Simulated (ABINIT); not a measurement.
Bi: equation of state with BLYP+D3(BJ)

Bi:

```xyz
1
Lattice="-1.9814 1.9814 1.9814 1.9814 -1.9814 1.9814 1.9814 1.9814 -1.9814" Properties=species:S:1:pos:R:3 pbc="T T T"
Bi    0.0000    0.0000    0.0000
```

This isn't the form of Bi at room conditions, which is rhombohedral.

| Item | Value |
| --- | --- |
| Program | ABINIT 10.8.3 (patched build) |
| Task | equation of state |
| Functional | BLYP |
| Dispersion | D3(BJ) |
| Potentials or basis | JTH PAW PBE v2.0 |
| Cutoff | 599 eV |
| k mesh | 9 × 9 × 9 |
| Occupations | fermi-dirac, width 0.05 eV |
| Spin | no spin polarisation |

```json
{
  "Equilibrium volume": "30.54 Å³/atom",
  "Bulk modulus": "57 GPa",
  "Pressure derivative of the bulk modulus": "4.9"
}
```

Energy against volume, from the lowest point:
```csv
volume (Å³/atom),energy (meV/atom)
29.250,10.47
29.872,2.70
30.495,0.00
31.117,1.84
31.739,7.72
32.362,17.16
32.984,29.73
```

It took 93 s on 1 thread of Arm Neoverse V1, on a shared host, peak memory 0.14 GiB.

Caveat: pressures at fixed basis lie under the slope of the energies; the PAW data sets were made with another functional, which shifts forces and pressure a little.
